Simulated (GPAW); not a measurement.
# GaN (P6_3mc) in GPAW: settings compared

Aim: see how the results for GaN move with the level of theory and the settings. Levels: OLYP, WC, r2SCAN+D3(BJ), LDA, PBE. Tasks: relaxation of cell and atoms, electron localisation function, single point.

Program: GPAW 26.7.0. These are calculated values, not measurements. Logs are shortened: lines on timing, memory, paths and dates and some standing lists are left out, and cuts for length are marked. The log counts tension as positive stress, the text compression.

**The experiment to reproduce.**

“Studying electronic properties in GaN without electrical contacts using γ-γ vs e−-γ Perturbed Angular Correlations”, 2019, pmc:6823545 quotes, for a bulk crystal of GaN: band gap 3.503 ± 0.005 eV (direct).

The runs below are set against these values where they give the same quantity.

### Step 1. The structure

It takes space group P6_3mc (No. 186, hexagonal). The conventional cell has a = 3.180 Å, b = 3.180 Å, c = 5.166 Å, α = 90.00°, β = 90.00°, γ = 120.00°. Ga (site symmetry 3m) has 4 N at 1.94 to 1.95 Å as nearest neighbours. N (site symmetry 3m) is surrounded by 4 Ga at 1.94 to 1.95 Å.

### Step 2. Relaxation of cell and atoms, OLYP

File run.py:

```python
from ase import Atoms
from ase.filters import FrechetCellFilter
from ase.io import write
from ase.optimize import LBFGS
from gpaw import GPAW, PW, setup_paths

setup_paths.insert(0, '.')

atoms = Atoms(['Ga', 'Ga', 'N', 'N'],
              cell=[[3.18, 0.0, 0.0],
                    [-1.59, 2.753960784, 0.0],
                    [0.0, 0.0, 5.166]],
              scaled_positions=[[0.6666666667, 0.3333333333, 0.5],
                                [0.3333333333, 0.6666666667, 0.0],
                                [0.6666666667, 0.3333333333, 0.875],
                                [0.3333333333, 0.6666666667, 0.375]],
              pbc=True)

calc = GPAW(mode=PW(800),
            xc='GGA_X_OPTX+GGA_C_LYP',
            kpts={'size': (7, 7, 4), 'gamma': True},
            occupations={'name': 'fermi-dirac', 'width': 0.05},
            nbands=18,
            convergence={'density': 1e-06, 'energy': 1e-06, 'eigenstates': 1e-10},
            eigensolver='davidson',
            maxiter=150,
            txt='gpaw.txt')
atoms.calc = calc
opt = LBFGS(FrechetCellFilter(atoms), trajectory='relax.traj', logfile='-')
done = opt.run(fmax=0.02, steps=60)
calc.write('gs.gpw')
write('result.traj', atoms)
print('Converged:', done)
print('Cell:', atoms.cell.cellpar().round(4))
print('Volume:', round(atoms.get_volume(), 4))
print(atoms.get_scaled_positions().round(5))
```

Potentials or basis: PAW data sets generated in the run's folder for this functional, pw.

On the command line:

```sh
$ gpaw-setup -f GGA_X_OPTX+GGA_C_LYP Ga N
$ OMP_NUM_THREADS=1 python run.py
```

gpaw.txt:

```text
__  _  _
 | _ |_)|_||  |
 |__||  | ||/\| - 26.7.0

Input parameters:
  mode=PW(ecut=800.0),
  convergence={'density': 1e-06, 'energy': 1e-06, 'eigenstates': 1e-10},
  eigensolver=Davidson(niter=2),
  kpts=MonkhorstPack(size=(7, 7, 4), gamma=True),
  maxiter=150,
  nbands=18,
  occupations=Occupations(name='fermi-dirac', width=0.05),
  xc=XC(name='GGA_X_OPTX+GGA_C_LYP')

Diagonalizing LCAO Hamiltonian
Converting LCAO to pw mode

           N

           Ga
        N

        Ga

Atoms  # Å, Bohr magnetons
|   | symbol |         x |        y |        z |    initial magnetic moments |
|---|--------|-----------|----------|----------|-----------------------------|
| 0 |     Ga |  1.590000 | 0.917987 | 2.583000 | ( 0.0000,  0.0000,  0.0000) |
| 1 |     Ga | -0.000000 | 1.835974 | 0.000000 | ( 0.0000,  0.0000,  0.0000) |
| 2 |      N |  1.590000 | 0.917987 | 4.520250 | ( 0.0000,  0.0000,  0.0000) |
| 3 |      N | -0.000000 | 1.835974 | 1.937250 | ( 0.0000,  0.0000,  0.0000) |

Unit cell  # Å
| periodic |         x |        y |        z |  lengths |     angles |
|----------|-----------|----------|----------|----------|------------|
|      yes |  3.180000 | 0.000000 | 0.000000 | 3.180000 |  90.000000 |
|      yes | -1.590000 | 2.753961 | 0.000000 | 3.180000 |  90.000000 |
|      yes |  0.000000 | 0.000000 | 5.166000 | 5.166000 | 120.000000 |

Number of symmetries: 6
Symmetry operations  # r_c * U_cc + t_c -> r_c
|   | kind |            matrix            |
|---|------|------------------------------|
| 0 |  σ   |  1, 1, 0,  0,-1, 0,  0, 0, 1 |
| 1 |  E   |  1, 0, 0,  0, 1, 0,  0, 0, 1 |
| 2 |  C3  |  0, 1, 0, -1,-1, 0,  0, 0, 1 |
| 3 |  σ   |  0,-1, 0, -1, 0, 0,  0, 0, 1 |
| 4 |  σ   | -1, 0, 0,  1, 1, 0,  0, 0, 1 |
| 5 |  C3  | -1,-1, 0,  1, 0, 0,  0, 0, 1 |

BZ-sampling:
  Number of BZ points: 196
  Number of IBZ points: 28

  Monkhorst-Pack size: [7, 7, 4]
  Monkhorst-Pack shift: [0.0, 0.0, 0.125]

K-points  # in reciprocal-cell coordinates
|     |                                coordinates |     weight |
|-----|--------------------------------------------|------------|
|   0 | (  0.00000000,   0.00000000,   0.00000000) | 0.00510204 |
|   1 | (  0.00000000,   0.00000000,   0.25000000) | 0.01020408 |
|   2 | (  0.00000000,   0.00000000,   0.50000000) | 0.00510204 |
|   3 | (  0.14285714,   0.00000000,  -0.25000000) | 0.03061224 |
|   4 | (  0.14285714,   0.00000000,   0.00000000) | 0.03061224 |
|   5 | (  0.14285714,   0.00000000,   0.25000000) | 0.03061224 |
|   6 | (  0.14285714,   0.00000000,   0.50000000) | 0.03061224 |
|   7 | (  0.28571429,  -0.14285714,   0.00000000) | 0.03061224 |
|   8 | (  0.28571429,  -0.14285714,   0.25000000) | 0.06122449 |
|   9 | (  0.28571429,  -0.14285714,   0.50000000) | 0.03061224 |
| ... |                                            |            |
|  27 | (  0.42857143,   0.42857143,   0.50000000) | 0.03061224 |
[... 80 lines left out ...]
density mixing:
  MSR1-Mixer
  Pratt-step length: 0.05
  Maximum mixing coefficient: 0.75
  Old densities: 10
  SVD Regularization: 0.005
  Good broyden scale: 1.0
  Trust region scale: 1.0
  Backstep threshold: 4.0
  History deletion threshold: 6.0
  Fourier metric: weight=20.0, sigma=0.015

occupation numbers:
  Fermi-Dirac:
    width: 0.0500  # eV

poisson solver:
  ecut: 6400.0  # eV

xc functional:
  name: GGA_X_OPTX+GGA_C_LYP with 2 nearest neighbor stencil

convergence criteria:
- Maximum integral of absolute [dens]ity change: 1e-06 electrons / valence electron
- Maximum [total energy] change in last 3 cyles: 1e-06 eV / valence electron
- Maximum integral of absolute [eigenst]ate change: 1e-10 eV^2 / valence electron
maximum number of iterations: 150

SCF iterations
|iter     | |      energy | eigst |  dens |
|---------|-|-------------|-------|-------|
|iter:   1| |  -25.433831 | -0.20 |       |
|iter:   2| |  -24.469280 | -1.87 | -0.56 |
|iter:   3| |  -21.816152 | -0.53 | -0.61 |
|iter:   4| |  -21.856688 | -2.15 | -1.29 |
|iter:   5| |  -21.879502 | -2.99 | -1.54 |
|iter:   6| |  -21.878422 | -3.84 | -2.44 |
|iter:   7| |  -21.878616 | -4.83 | -2.98 |
|iter:   8| |  -21.878617 | -6.35 | -3.86 |
|iter:   9| |  -21.878616c| -7.19 | -4.03 |
|iter:  10| |  -21.878617c| -7.51 | -4.33 |
|iter:  11| |  -21.878617c| -9.07 | -4.94 |
|iter:  12| |  -21.878617c|-10.01c| -5.69 |
|iter:  13| |  -21.878617c|-10.45c| -6.02c|

Converged in 13 steps
Energy contributions relative to reference atoms: (reference = -108780.894165)

Energy contributions:
  Kinetic:          70.130120
  Coulomb:         -60.655505
  Zero:              0.280785
  External:          0.000000
  Xc:              -31.634016
  Entropy:          -0.000000
  Spinorbit:         0.000000
  ----------------------------
  Free energy:     -21.878617
  Extrapolated:    -21.878617

dipole moment: (-0.000029, -0.000036, -11.461161)  # |e|*Ang

Fermi level: 7.669
Eigenvalues  # (at kpt = [0.000, 0.000, 0.000])
| band index |      eig [eV] | occ [0-2] |
|------------|---------------|-----------|
|          0 |        -9.315 |     2.000 |
|          1 |        -7.004 |     2.000 |
|          2 |        -0.259 |     2.000 |
|          3 |         5.666 |     2.000 |
|          4 |         5.666 |     2.000 |
|          5 |         6.650 |     2.000 |
[... 505 lines left out ...]
Forces  # eV/Ang
|        x |       y |        z |
|----------|---------|----------|
|  0.00000 | 0.00000 |  0.11572 |  # Ga   0
| -0.00000 | 0.00000 |  0.11564 |  # Ga   1
|  0.00000 | 0.00000 | -0.11594 |  # N    2
| -0.00000 | 0.00000 | -0.11590 |  # N    3

Interpolating wave functions to new cell

           N

        N  Ga

        Ga

Atoms  # Å, Bohr magnetons
|   | symbol |         x |        y |         z |    initial magnetic moments |
|---|--------|-----------|----------|-----------|-----------------------------|
| 0 |     Ga |  1.629034 | 0.940523 |  2.639098 | ( 0.0000,  0.0000,  0.0000) |
| 1 |     Ga | -0.000000 | 1.881046 | -0.009473 | ( 0.0000,  0.0000,  0.0000) |
| 2 |      N |  1.629034 | 0.940523 |  4.644470 | ( 0.0000,  0.0000,  0.0000) |
| 3 |      N | -0.000000 | 1.881046 |  1.995813 | ( 0.0000,  0.0000,  0.0000) |

Unit cell  # Å
| periodic |         x |         y |        z |  lengths |     angles |
|----------|-----------|-----------|----------|----------|------------|
|      yes |  3.258068 | -0.000000 | 0.000000 | 3.258068 |  90.000000 |
|      yes | -1.629034 |  2.821569 | 0.000000 | 3.258068 |  90.000000 |
|      yes | -0.000000 |  0.000000 | 5.297142 | 5.297142 | 120.000000 |

Number of symmetries: 6
Symmetry operations  # r_c * U_cc + t_c -> r_c
|   | kind |            matrix            |
|---|------|------------------------------|
| 0 |  σ   |  1, 1, 0,  0,-1, 0,  0, 0, 1 |
| 1 |  E   |  1, 0, 0,  0, 1, 0,  0, 0, 1 |
| 2 |  C3  |  0, 1, 0, -1,-1, 0,  0, 0, 1 |
| 3 |  σ   |  0,-1, 0, -1, 0, 0,  0, 0, 1 |
| 4 |  σ   | -1, 0, 0,  1, 1, 0,  0, 0, 1 |
| 5 |  C3  | -1,-1, 0,  1, 0, 0,  0, 0, 1 |

BZ-sampling:
  Number of BZ points: 196
  Number of IBZ points: 28

  Monkhorst-Pack size: [7, 7, 4]
  Monkhorst-Pack shift: [0.0, 0.0, 0.125]

K-points  # in reciprocal-cell coordinates
|     |                                coordinates |     weight |
|-----|--------------------------------------------|------------|
|   0 | (  0.00000000,   0.00000000,   0.00000000) | 0.00510204 |
|   1 | (  0.00000000,   0.00000000,   0.25000000) | 0.01020408 |
|   2 | (  0.00000000,   0.00000000,   0.50000000) | 0.00510204 |
|   3 | (  0.14285714,   0.00000000,  -0.25000000) | 0.03061224 |
|   4 | (  0.14285714,   0.00000000,   0.00000000) | 0.03061224 |
|   5 | (  0.14285714,   0.00000000,   0.25000000) | 0.03061224 |
|   6 | (  0.14285714,   0.00000000,   0.50000000) | 0.03061224 |
|   7 | (  0.28571429,  -0.14285714,   0.00000000) | 0.03061224 |
|   8 | (  0.28571429,  -0.14285714,   0.25000000) | 0.06122449 |
|   9 | (  0.28571429,  -0.14285714,   0.50000000) | 0.03061224 |
| ... |                                            |            |
|  27 | (  0.42857143,   0.42857143,   0.50000000) | 0.03061224 |
[... 175 lines left out ...]
Forces  # eV/Ang
|        x |        y |        z |
|----------|----------|----------|
| -0.00000 | -0.00000 |  0.08334 |  # Ga   0
|  0.00000 | -0.00000 |  0.08332 |  # Ga   1
| -0.00000 |  0.00000 | -0.08365 |  # N    2
|  0.00000 |  0.00000 | -0.08356 |  # N    3

Interpolating wave functions to new cell

           N

        N  Ga

        Ga

Atoms  # Å, Bohr magnetons
|   | symbol |         x |        y |         z |    initial magnetic moments |
|---|--------|-----------|----------|-----------|-----------------------------|
| 0 |     Ga |  1.630327 | 0.941270 |  2.641688 | ( 0.0000,  0.0000,  0.0000) |
| 1 |     Ga | -0.000000 | 1.882539 | -0.007836 | ( 0.0000,  0.0000,  0.0000) |
| 2 |      N |  1.630327 | 0.941270 |  4.644492 | ( 0.0000,  0.0000,  0.0000) |
| 3 |      N | -0.000000 | 1.882539 |  1.994882 | ( 0.0000,  0.0000,  0.0000) |

Unit cell  # Å
| periodic |         x |        y |        z |  lengths |     angles |
|----------|-----------|----------|----------|----------|------------|
|      yes |  3.260654 | 0.000000 | 0.000000 | 3.260654 |  90.000000 |
|      yes | -1.630327 | 2.823809 | 0.000000 | 3.260654 |  90.000000 |
|      yes | -0.000000 | 0.000000 | 5.299046 | 5.299046 | 120.000000 |

Number of symmetries: 6
Symmetry operations  # r_c * U_cc + t_c -> r_c
|   | kind |            matrix            |
|---|------|------------------------------|
| 0 |  σ   |  1, 1, 0,  0,-1, 0,  0, 0, 1 |
| 1 |  E   |  1, 0, 0,  0, 1, 0,  0, 0, 1 |
| 2 |  C3  |  0, 1, 0, -1,-1, 0,  0, 0, 1 |
| 3 |  σ   |  0,-1, 0, -1, 0, 0,  0, 0, 1 |
| 4 |  σ   | -1, 0, 0,  1, 1, 0,  0, 0, 1 |
| 5 |  C3  | -1,-1, 0,  1, 0, 0,  0, 0, 1 |

BZ-sampling:
  Number of BZ points: 196
  Number of IBZ points: 28

  Monkhorst-Pack size: [7, 7, 4]
  Monkhorst-Pack shift: [0.0, 0.0, 0.125]

K-points  # in reciprocal-cell coordinates
|     |                                coordinates |     weight |
|-----|--------------------------------------------|------------|
|   0 | (  0.00000000,   0.00000000,   0.00000000) | 0.00510204 |
|   1 | (  0.00000000,   0.00000000,   0.25000000) | 0.01020408 |
|   2 | (  0.00000000,   0.00000000,   0.50000000) | 0.00510204 |
|   3 | (  0.14285714,   0.00000000,  -0.25000000) | 0.03061224 |
|   4 | (  0.14285714,   0.00000000,   0.00000000) | 0.03061224 |
|   5 | (  0.14285714,   0.00000000,   0.25000000) | 0.03061224 |
|   6 | (  0.14285714,   0.00000000,   0.50000000) | 0.03061224 |
|   7 | (  0.28571429,  -0.14285714,   0.00000000) | 0.03061224 |
|   8 | (  0.28571429,  -0.14285714,   0.25000000) | 0.06122449 |
|   9 | (  0.28571429,  -0.14285714,   0.50000000) | 0.03061224 |
| ... |                                            |            |
|  27 | (  0.42857143,   0.42857143,   0.50000000) | 0.03061224 |
[... 376 lines left out ...]
Fermi level: 6.756
Eigenvalues  # (at kpt = [0.000, 0.000, 0.000])
| band index |      eig [eV] | occ [0-2] |
|------------|---------------|-----------|
|          0 |        -9.553 |     2.000 |
|          1 |        -7.532 |     2.000 |
|          2 |        -0.587 |     2.000 |
|          3 |         4.910 |     2.000 |
|          4 |         4.910 |     2.000 |
|          5 |         5.844 |     2.000 |
[... 8 lines left out ...]
|         14 |        17.268 |     0.000 |
|         15 |        17.268 |     0.000 |
|        ... |               |           |
|         17 |        20.824 |     0.000 |

Gap: 1.760 eV
Transition (v -> c):
  (s=0, k=0, n=7, [0.00, 0.00, 0.00]) -> (s=0, k=0, n=8, [0.00, 0.00, 0.00])
No difference between direct/indirect transitions

Stress tensor  # eV/Ang^3
|        x |        y |         z |
|----------|----------|-----------|
| 0.000056 | 0.000000 | -0.000000 |
| 0.000000 | 0.000056 |  0.000000 |
| 0.000000 | 0.000000 |  0.001492 |

Forces  # eV/Ang
|        x |       y |        z |
|----------|---------|----------|
|  0.00000 | 0.00000 |  0.00420 |  # Ga   0
| -0.00000 | 0.00000 |  0.00420 |  # Ga   1
| -0.00000 | 0.00000 | -0.00458 |  # N    2
| -0.00000 | 0.00000 | -0.00451 |  # N    3

# Writing to gs.gpw (mode='')
```

Wall time 73 s (1 thread of AMD EPYC 9R14 (Zen 4), shared host); peak memory 0.26 GiB.

Results:

```yaml
Free_energy: -22.0563 eV
Relaxed_volume: 12.20 Å³/atom
Relaxed_cell: a = 3.261 Å, b = 3.261 Å, c = 5.298 Å, α = 90.00°, β = 90.00°, γ = 120.00°
Space_group_after_relaxing_to_0.05_Å: P6_3mc (No. 186)
Energy_gained_by_relaxing: 44.4 meV/atom
Ionic_steps: 6
Pressure_after_relaxing: -0.1 GPa
Largest_force_after_relaxing: 0.005 eV/Å
Band_gap_on_the_k_mesh: 1.76 eV, direct
```

Forces on the atoms (eV/Å):
```
Ga   0.000  0.000  0.004
Ga   0.000  0.000  0.004
N    0.000  0.000 -0.005
N    0.000  0.000 -0.005
```

The path:
| step | energy change (eV) | largest force (eV/Å) | pressure (GPa) | volume (Å³) |
| --- | --- | --- | --- | --- |
| 1 | 0.0000 | 0.1948 | 15.91 | 45.24 |
| 2 | -0.0531 | 0.0934 | 12.98 | 45.79 |
| 3 | -0.1730 | 0.1159 | 1.59 | 48.35 |
| 4 | -0.1766 | 0.0837 | 0.27 | 48.70 |
| 5 | -0.1775 | 0.0391 | -0.09 | 48.79 |
| 6 | -0.1777 | 0.0046 | -0.09 | 48.79 |

Final structure:
```
Ga N
1.0
     3.26100    0.00000    0.00000
    -1.63050    2.82411    0.00000
     0.00000    0.00000    5.29778
Ga N
2 2
Direct
  0.66667 0.33333 0.49876
  0.33333 0.66667 0.99876
  0.66667 0.33333 0.87624
  0.33333 0.66667 0.37622
```

Caveat: the data sets keep Ga 3d, Li 1s and Be 1s frozen, and some such compounds lay over 1.5 % in volume off other programs; later steps reuse the first step's grids. Zero-point motion and thermal expansion aren't in these numbers.

(Part 1 of 3 ends here.)
